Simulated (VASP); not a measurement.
# Li2O (Fm-3m) in VASP: settings compared, part 2 of 2

VASP 6.6.1. The steps go on from the part before.

## 5. Band structure, PBE

INCAR

```
SYSTEM = Li2O
PREC = Accurate
ENCUT = 520
EDIFF = 1E-7
ISMEAR = 0
SIGMA = 0.02
LREAL = .FALSE.
LASPH = .TRUE.
NELM = 80
ALGO = Normal
ISIF = 2
LWAVE = .FALSE.
LCHARG = .FALSE.
GGA = PE
NBANDS = 13
KPAR = 4
```

KPOINTS

```
Automatic mesh
0
G
  10 10 10
  0 0 0
```

POSCAR

```
Li2O                                    
1.0
   -0.0000000000      2.2798216766      2.2798216766
    2.2798216766     -0.0000000000      2.2798216766
    2.2798216766      2.2798216766      0.0000000000
  O               Li            
     1     2
Direct
     0.0000000000000000    0.0000000000000000    0.0000000000000000
     0.2500000000000000    0.2500000000000000    0.2500000000000000
     0.7500000000000000    0.7500000000000000    0.7500000000000000
```

KPOINTS_OPT

```
path GXWKGLUWLK,UX
20
line-mode
reciprocal
 0.0000000000  0.0000000000  0.0000000000  G
 0.5000000000  0.0000000000  0.5000000000  X

 0.5000000000  0.0000000000  0.5000000000  X
 0.5000000000  0.2500000000  0.7500000000  W

 0.5000000000  0.2500000000  0.7500000000  W
 0.3750000000  0.3750000000  0.7500000000  K

 0.3750000000  0.3750000000  0.7500000000  K
 0.0000000000  0.0000000000  0.0000000000  G

 0.0000000000  0.0000000000  0.0000000000  G
 0.5000000000  0.5000000000  0.5000000000  L

 0.5000000000  0.5000000000  0.5000000000  L
 0.6250000000  0.2500000000  0.6250000000  U

 0.6250000000  0.2500000000  0.6250000000  U
 0.5000000000  0.2500000000  0.7500000000  W

 0.5000000000  0.2500000000  0.7500000000  W
 0.5000000000  0.5000000000  0.5000000000  L

 0.5000000000  0.5000000000  0.5000000000  L
 0.3750000000  0.3750000000  0.7500000000  K

 0.6250000000  0.2500000000  0.6250000000  U
 0.5000000000  0.0000000000  0.5000000000  X
```

Potentials or basis: VASP PAW PBE potentials, release 64 (O, Li_sv).

The run is started by

```sh
$ cat potpaw_PBE.64/O/POTCAR potpaw_PBE.64/Li_sv/POTCAR > POTCAR
$ mpirun -np 4 vasp_std > vasp.out
```

OUTCAR:

```text
SYSTEM = Li2O
   PREC = Accurate
   ENCUT = 520
   EDIFF = 1E-7
   ISMEAR = 0
   LREAL = .FALSE.
   LASPH = .TRUE.
   NELM = 80
   ISIF = 2
   GGA = PE

 ion  position               nearest neighbor table
   1  0.000  0.000  0.000-   3 1.97   3 1.97   3 1.97   2 1.97   3 1.97   2 1.97   2 1.97   2 1.97

   2  0.250  0.250  0.250-   1 1.97   1 1.97   1 1.97   1 1.97   3 2.28   3 2.28   3 2.28   3 2.28
                             3 2.28   3 2.28
   3  0.750  0.750  0.750-   1 1.97   1 1.97   1 1.97   1 1.97   2 2.28   2 2.28   2 2.28   2 2.28
                             2 2.28   2 2.28

  LATTYP: Found a face centered cubic cell.
 ALAT       =     4.5596433532

  Lattice vectors:

 A1 = (   0.0000000000,   2.2798216766,   2.2798216766)
 A2 = (   2.2798216766,   0.0000000000,   2.2798216766)
 A3 = (   2.2798216766,   2.2798216766,   0.0000000000)

Analysis of symmetry for initial positions (statically):
=====================================================================
 Subroutine PRICEL returns:
 Original cell was already a primitive cell.

 Routine SETGRP: Setting up the symmetry group for a
 face centered cubic supercell.

 Subroutine GETGRP returns: Found 48 space group operations
 (whereof 48 operations were pure point group operations)
 out of a pool of 48 trial point group operations.

The static configuration has the point symmetry O_h .

Analysis of symmetry for dynamics (positions and initial velocities):
=====================================================================
 Subroutine PRICEL returns:
 Original cell was already a primitive cell.

 Routine SETGRP: Setting up the symmetry group for a
 face centered cubic supercell.

 Subroutine GETGRP returns: Found 48 space group operations
 (whereof 48 operations were pure point group operations)
 out of a pool of 48 trial point group operations.

The dynamic configuration has the point symmetry O_h .

 Subroutine INISYM returns: Found 48 space group operations
 (whereof 48 operations are pure point group operations),
 and found     1 'primitive' translations

----------------------------------------------------------------------------------------

                                     Primitive cell

  volume of cell :      23.6991

  direct lattice vectors                    reciprocal lattice vectors
     0.000000000  2.279821677  2.279821677    -0.219315399  0.219315399  0.219315399
     2.279821677  0.000000000  2.279821677     0.219315399 -0.219315399  0.219315399
     2.279821677  2.279821677  0.000000000     0.219315399  0.219315399 -0.219315399

  length of vectors
     3.224154735  3.224154735  3.224154735     0.379865413  0.379865413  0.379865413

  position of ions in fractional coordinates (direct lattice)
     0.000000000  0.000000000  0.000000000
     0.250000000  0.250000000  0.250000000
     0.750000000  0.750000000  0.750000000

  ion indices of the primitive-cell ions
   primitive index   ion index
                 1           1
                 2           2
                 3           3

----------------------------------------------------------------------------------------

 KPOINTS: Automatic mesh

Automatic generation of k-mesh.
 Grid dimensions read from file:
[... 26 lines left out ...]
  0.400000  0.000000  0.000000      8.000000
  0.500000  0.000000  0.000000      4.000000
[... 16 lines left out ...]
  0.300000  0.300000  0.000000      6.000000
  0.400000  0.300000  0.000000     24.000000
 [... further k-points ...]
   k-points           NKPTS =     47   k-points in BZ     NKDIM =     47   number of bands    NBANDS=     13
   number of dos      NEDOS =    301   number of ions     NIONS =      3
   total plane-waves  NPLWV =  13824
   dimension x,y,z NGX =    24 NGY =   24 NGZ =   24
   dimension x,y,z NGXF=    48 NGYF=   48 NGZF=   48
   ions per type =               1   2
   NGX,Y,Z   is equivalent  to a cutoff of  12.38, 12.38, 12.38 a.u.
   NGXF,Y,Z  is equivalent  to a cutoff of  24.75, 24.75, 24.75 a.u.
 SYSTEM =  Li2O
   PREC   = accura    normal or accurate (medium, high low for compatibility)
   ISTART =      0    job   : 0-new  1-cont  2-samecut
   ICHARG =      2    charge: 1-file 2-atom 10-const
   ISPIN  =      1    spin polarized calculation?
   LNONCOLLINEAR =      F non collinear calculations
   LSORBIT =      F    spin-orbit coupling
   LASPH  =      T    aspherical Exc in radial PAW
   ENCUT  =  520.0 eV  38.22 Ry    6.18 a.u.   5.99  5.99  5.99*2*pi/ulx,y,z
   NELM   =     80;   NELMIN=  2; NELMDL= -5     # of ELM steps
   EDIFF  = 0.1E-06   stopping-criterion for ELM
   LREAL  =      F    real-space projection
   EDIFFG = 0.1E-05   stopping-criterion for IOM
   NSW    =      0    number of steps for IOM
   IBRION =     -1    ionic relax: 0-MD 1-quasi-New 2-CG
   NFREE  =      0    steps in history (QN), initial steepest desc. (CG)
   ISIF   =      2    stress and relaxation
   ISYM   =      2    0-nonsym 1-usesym 2-fastsym
   POTIM  = 0.5000    time-step for ionic-motion
   TEBEG  =    0.0;   TEEND  =   0.0 temperature during run
   PSTRESS=    0.0 pullay stress
   NELECT =      12.0000    total number of electrons
   NUPDOWN=      -1.0000    fix difference up-down
   EMIN   =  10.00;   EMAX   =-10.00  energy-range for DOS
   EFERMI =   0.00;   METHOD = LEGACY
   ISMEAR =     0;   SIGMA  =   0.02  broadening in eV -4-tet -1-fermi 0-gaus
   EFERMI_NEDOS =   21; number of points for ismear=-14 and -15
   IALGO  =     38    algorithm
   IMIX   =      4    mixing-type and parameters
     AMIX     =   0.40;   BMIX     =  1.00
     AMIX_MAG =   1.60;   BMIX_MAG =  1.00
  volume/ion in A,a.u.               =       7.90        53.31
  Fermi-wavevector in a.u.,A,eV,Ry     =   1.304841  2.465793 23.165427  1.702611
  Thomas-Fermi vector in A             =   2.435750
   LORBIT       =      0    0 simple, 1 ext, 2 COOP (PROOUT), +10 PAW based schemes
   GGA     = PE    functional components
   LHFCALC =     F    Hartree Fock is set to
   AEXX    =    0.0000 exact exchange contribution
   IVDW    =     0    specifies the selected vdW correction
   LEPSILON=     F    determine dielectric tensor
   LRPA    =     F    only Hartree local field effects (RPA)
 non-spin polarized calculation
 Gauss-broadening in eV      SIGMA  =   0.02
  energy-cutoff  :      520.00
  volume of cell :       23.70
 maximum number of plane-waves:       648
   NGX = 11   NGY = 11   NGZ = 11

 number of electron      11.9999994 magnetization

 Free energy of the ion-electron system (eV)
  ---------------------------------------------------
  ext. energy  EPLUGINS =         0.00000000
  ---------------------------------------------------
  free energy    TOTEN  =       -14.33278653 eV

  energy without entropy =      -14.33278653  energy(sigma->0) =      -14.33278653

 E-fermi :   1.8141     XC(G=0):  -9.9177

 val. band max:        1.5525688737   @ k =   0.0000   0.0000   0.0000
 cond. band min:       6.5998898576   @ k =   0.5000   0.5000   0.0000
 fundamental gap:      5.0473209839
 Fermi energy:         1.8140607280

 k-point     1 :       0.0000    0.0000    0.0000
  band No.  band energies     occupation
      1     -41.3699      2.00000
      2     -40.9960      2.00000
      3     -13.9602      2.00000
      4       1.5526      2.00000
      5       1.5526      2.00000
      6       1.5526      2.00000
      7       7.1259      0.00000
      8      13.7116      0.00000
      9      13.7116      0.00000
     10      13.7117      0.00000
     11      20.9635      0.00000
     12      20.9635      0.00000
     13      20.9635      0.00000
[... 354 lines left out ...]
  band No.  band energies     occupation
      1     -41.2468      2.00000
      2     -41.0853      2.00000
      3     -13.7387      2.00000
      4      -0.1424      2.00000
      5       0.4145      2.00000
      6       0.4775      2.00000
      7       7.5625      0.00000
      8      14.5351      0.00000
      9      14.9101      0.00000
     10      16.1260      0.00000
     11      16.8911      0.00000
     12      23.3303      0.00000
     13      24.2285      0.00000

 [... further k-points ...]
[... 5 lines left out ...]
  --------------------------------------------------------------------------------------
  -------------------------------------------------------------------------------------
  Total        0.5664163      0.5664163      0.5664163      0.0000000     -0.0000000      0.0000000
  in kB       38.2924987     38.2924987     38.2924987      0.0000000     -0.0000000      0.0000000
  external PRESSURE =      38.2924987 kB  Pullay stress =       0.0000000 kB

 VOLUME and BASIS-vectors are now :
 -----------------------------------------------------------------------------
  energy-cutoff  :      520.00
  volume of cell :       23.70
      direct lattice vectors                 reciprocal lattice vectors
     0.000000000  2.279821677  2.279821677    -0.219315399  0.219315399  0.219315399
     2.279821677  0.000000000  2.279821677     0.219315399 -0.219315399  0.219315399
     2.279821677  2.279821677  0.000000000     0.219315399  0.219315399 -0.219315399

 POSITION                                       TOTAL-FORCE (eV/Angst)
 -----------------------------------------------------------------------------------
      0.00000      0.00000      0.00000        -0.000000      0.000000     -0.000000
      1.13991      1.13991      1.13991        -0.000000     -0.000000     -0.000000
      3.41973      3.41973      3.41973         0.000000     -0.000000      0.000000
 -----------------------------------------------------------------------------------
    total drift:                               -0.000000      0.000000      0.000000

  FREE ENERGIE OF THE ION-ELECTRON SYSTEM (eV)
  ---------------------------------------------------
  free  energy   TOTEN  =       -14.3327865310 eV

  energy  without entropy=      -14.3327865310  energy(sigma->0) =      -14.33278653
```

Run time: 5.9 s. Hardware: 4 MPI ranks of Intel Xeon 6975P-C (Granite Rapids), shared host; peak memory 0.13 GiB.

What came out:

* Free energy: -14.3328 eV
* Band gap on the k mesh: 5.05 eV, indirect (least direct gap 5.57 eV)
* Band gap along the path: 5.05 eV, indirect (least direct gap 5.57 eV)

Levels at the corners of the path, in eV from the valence-band top:
```csv
point,band 4,band 5,band 6,band 7,band 8,band 9
Γ,0.00,0.00,0.00,5.57,12.16,12.16
X,-1.62,-1.45,-1.45,5.05,13.91,13.91
X,-1.62,-1.45,-1.45,5.05,13.91,13.91
W,-1.91,-1.53,-1.53,7.31,10.72,14.57
W,-1.91,-1.53,-1.53,7.31,10.72,14.57
K,-2.10,-1.55,-1.14,6.68,11.98,13.64
K,-2.10,-1.55,-1.14,6.68,11.98,13.64
Γ,0.00,0.00,0.00,5.57,12.16,12.16
Γ,0.00,0.00,0.00,5.57,12.16,12.16
L,-2.86,-0.47,-0.47,9.47,10.22,12.28
L,-2.86,-0.47,-0.47,9.47,10.22,12.28
U,-2.10,-1.55,-1.14,6.68,11.98,13.64
U,-2.10,-1.55,-1.14,6.68,11.98,13.64
W,-1.91,-1.53,-1.53,7.31,10.72,14.57
W,-1.91,-1.53,-1.53,7.31,10.72,14.57
L,-2.86,-0.47,-0.47,9.47,10.22,12.28
L,-2.86,-0.47,-0.47,9.47,10.22,12.28
K,-2.10,-1.55,-1.14,6.68,11.98,13.64
U,-2.10,-1.55,-1.14,6.68,11.98,13.64
X,-1.62,-1.45,-1.45,5.05,13.91,13.91
```

Caveat: the cutoff is under 1.25 times the usual one of these potentials, so pressure, stress and relaxed cells hold a basis-set (Pulay) error.

## 6. The runs side by side

```tsv
level	spin	k mesh	grid for exact exchange (PRECFOCK)	screening parameter	gap on the mesh (eV)
r2SCAN+rVV10	off	10 × 10 × 10	-	-	5.68
HSE06	off	8 × 8 × 8	Fast	0.2 1/A	6.68
PBE	non-collinear, zero start, SOC	10 × 10 × 10	-	-	-
PBE	off	10 × 10 × 10	-	-	5.05
```

Alike in all rows: task band structure; potentials or basis VASP PAW PBE potentials, release 64 (O, Li_sv); cell as given; cutoff (eV) 520; smearing gaussian 0.02 eV.

On the cell as given the gap runs from 5.05 eV (PBE) to 6.68 eV (HSE06); the meshes differ, which moves gaps too.

Caveats: the cutoff is under 1.25 times the usual one of these potentials, so pressure, stress and relaxed cells hold a basis-set (Pulay) error; the PAW data sets were made with another functional, which shifts forces and pressure a little (some runs).

Total energies depend on the potentials used, so only differences within one code and one set of settings carry meaning.
